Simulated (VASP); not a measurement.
Set up this calculation in VASP 6.6.1, as the native input.

* Task: relaxation of cell and atoms
* Functional: PBE
* Dispersion: D3(BJ)
* Potentials or basis: VASP PAW PBE potentials, release 64 (Hf_pv, Si, O)
* Cutoff: 600 eV
* k mesh: 6 × 6 × 6
* Occupations: gaussian, width 0.03 eV
* Spin: no spin polarisation
* Further INCAR settings: ALGO = Normal; EDIFF = 1e-06; IBRION = 2; EDIFFG = -0.01; NSW = 90; ISIF = 3

The structure of HfSiO4 (Hafnon) lies in POSCAR:

```
HfSiO4
1.0
   -3.2862500000      3.2862500000      2.9816000000
    3.2862500000     -3.2862500000      2.9816000000
    3.2862500000      3.2862500000     -2.9816000000
Hf Si O
2 2 8
Direct
    0.7500000000      0.2500000000      0.5000000000
    0.0000000000      0.0000000000      0.0000000000
    0.2500000000      0.7500000000      0.5000000000
    0.5000000000      0.5000000000      0.0000000000
    0.1353000000      0.3198000000      0.8155000000
    0.0698000000      0.7543000000      0.6845000000
    0.5043000000      0.3198000000      0.1845000000
    0.0698000000      0.3853000000      0.3155000000
    0.6147000000      0.9302000000      0.6845000000
    0.6802000000      0.8647000000      0.1845000000
    0.2457000000      0.9302000000      0.3155000000
    0.6802000000      0.4957000000      0.8155000000
```

One way to write it, as run:

INCAR

```
ALGO     = Normal         # electronic algorithm
EDIFF    = 1E-6           # SCF threshold, eV
EDIFFG   = -0.01          # ionic threshold
ENCUT    = 600            # plane-wave cutoff, eV
GGA      = PE             # functional
IBRION   = 2              # ionic algorithm
ISIF     = 3              # what is computed and relaxed
ISMEAR   = 0              # smearing method
IVDW     = 12             # dispersion correction
KPAR     = 4            
LASPH    = True           # aspherical terms in the spheres
LCHARG   = False          # write CHGCAR
LREAL    = False          # projectors in reciprocal space
LWAVE    = False          # write WAVECAR
NELM     = 80             # most SCF steps
NSW      = 90             # ionic steps
PREC     = Accurate       # precision mode
SIGMA    = 0.03           # smearing width, eV
```

KPOINTS

```
k-points
0
Gamma
  6 6 6
```

Potentials or basis: VASP PAW PBE potentials, release 64 (Hf_pv, Si, O).

Command:

```console
$ cat potpaw_PBE.64/Hf_pv/POTCAR potpaw_PBE.64/Si/POTCAR potpaw_PBE.64/O/POTCAR > POTCAR
$ mpirun -np 4 vasp_std > vasp.out
```

Results of the run:

```
Relaxed volume                         : 10.80 Å³/atom
Relaxed cell                           : a = 5.532 Å, b = 5.532 Å, c = 5.532 Å, α = 107.02°, β = 107.02°, γ = 114.49°
Space group after relaxing (to 0.05 Å) : I4_1/amd (No. 141)
Energy gained by relaxing              : 2.0 meV/atom
Ionic steps                            : 8
Pressure after relaxing                : 0.0 GPa
Largest force after relaxing           : 0.009 eV/Å
Band gap on the k mesh                 : 5.42 eV, indirect (least direct gap 5.78 eV)
Dispersion energy per atom             : -0.207 eV
```

Caveat: spin-orbit coupling is left out, which moves the levels of the heavy elements.

Wall time 5.8 min on 4 MPI ranks on Intel(R) Xeon(R) Platinum 8559C (Emerald Rapids), with other jobs on the host, peak memory 0.47 GiB a rank.
